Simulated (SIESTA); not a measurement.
Wanted: an ASE script for a SIESTA 5.4.2 run.

```yaml
Task: band structure
Functional: optB88-vdW
Potentials_or_basis: PseudoDojo 0.4 standard (PBE files)
Basis: DZP (energy shift 0.003 Ry; two zetas on semicore shells)
Grid_cutoff: 800 Ry
Energy_shift: 0.003 Ry
k_mesh: 8 × 8 × 4
Occupations: fermi-dirac, width 0.05 eV
Spin: no spin polarisation
```

The structure of TiTe2 lies in TiTe2.xyz:

```xyz
3
Lattice="3.7770000000 0.0000000000 0.0000000000 -1.8885000000 3.2709779501 0.0000000000 0.0000000000 0.0000000000 6.4980000000" Properties=species:S:1:pos:R:3 pbc="T T T"
Te    -0.0000000002      2.1806519668      4.7903256000
Te     1.8885000002      1.0903259833      1.7076744000
Ti     0.0000000000      0.0000000000      0.0000000000
```

These files were run (other wordings do the same):

run.py

```python
from ase.io import read
from ase.calculators.siesta import Siesta
from ase.units import Ry, GPa

atoms = read("TiTe2.xyz")

fdf = {
    'SCFMustConverge': False,
    'OccupationFunction': 'FD',
    'ElectronicTemperature': '0.05 eV',
    'MaxSCFIterations': '120',
    'SCF.Mixer.Method': 'Pulay',
    'SCF.Mixer.Weight': '0.25',
    'SCF.Mixer.History': '8',
    'SCF.DM.Tolerance': '5.0e-05',
    'SCF.H.Tolerance': '1.0e-03 eV',
    'WriteForces': 'true',
    'Charge.Mulliken': 'end',
    'BandLinesScale': 'ReciprocalLatticeVectors',
    'BandLines': ['  1    0.000000   0.000000   0.000000  \\Gamma', ' 11    0.500000   0.000000   0.000000  M', '  7    0.333333   0.333333   0.000000  K', ' 13    0.000000   0.000000   0.000000  \\Gamma', '  6    0.000000   0.000000   0.500000  A', ' 11    0.500000   0.000000   0.500000  L', '  7    0.333333   0.333333   0.500000  H', ' 13    0.000000   0.000000   0.500000  A', '  1    0.500000   0.000000   0.500000  L', '  6    0.500000   0.000000   0.000000  M', '  1    0.333333   0.333333   0.000000  K', '  6    0.333333   0.333333   0.500000  H'],
    'PAO.Basis': ['Te.1 4', 'n=5 0 2', '  5.613 0.000', 'n=5 1 2', '  7.282 0.000', 'n=4 2 2', '  3.260 0.000', 'n=5 2 1', '  7.282', 'Ti.2 5', 'n=3 0 2', '  3.144 0.000', 'n=4 0 2', '  8.721 0.000', 'n=3 1 2', '  3.568 0.000', 'n=4 1 1', '  8.721', 'n=3 2 2', '  6.229 0.000'],
}
calc = Siesta(
    label="TiTe2",
    command="siesta < PREFIX.fdf > PREFIX.out",
    pseudo_path="pseudos",
    pseudo_qualifier="",
    xc=('VDW', 'KBM'),
    basis_set="DZP",
    mesh_cutoff=800 * Ry,
    energy_shift=0.003 * Ry,
    kpts=[8, 8, 4],
    spin="non-polarized",
    fdf_arguments=fdf,
)
atoms.calc = calc

print(f"energy = {atoms.get_potential_energy():.6f} eV")
free = atoms.get_potential_energy(force_consistent=True)
print(f"free energy = {free:.6f} eV")
print("forces (eV/A):")
print(atoms.get_forces(apply_constraint=False).round(6))
print("stress (GPa, Voigt order, tension positive):", (atoms.get_stress() / GPa).round(4))
```

Potentials or basis: PseudoDojo 0.4 standard (PBE files), DZP (energy shift 0.003 Ry; two zetas on semicore shells).

The run is started by

```bash
$ python run.py
```

It gave:

* Pressure: 2.1 GPa
* Largest force: 0.127 eV/Å
* Band gap on the k mesh: none (metal or under the smearing width)

Caveat: the potentials were made for another functional, which shifts forces and pressure; spin-orbit coupling is left out, which moves the levels of the heavy elements; the basis of atomic orbitals isn't converged, which shifts pressures, moduli and gaps.

Wall time 2.7 min on 1 thread of AMD EPYC 7R43 64-Core Processor (Zen 3) (shared host), peak memory 0.59 GiB.
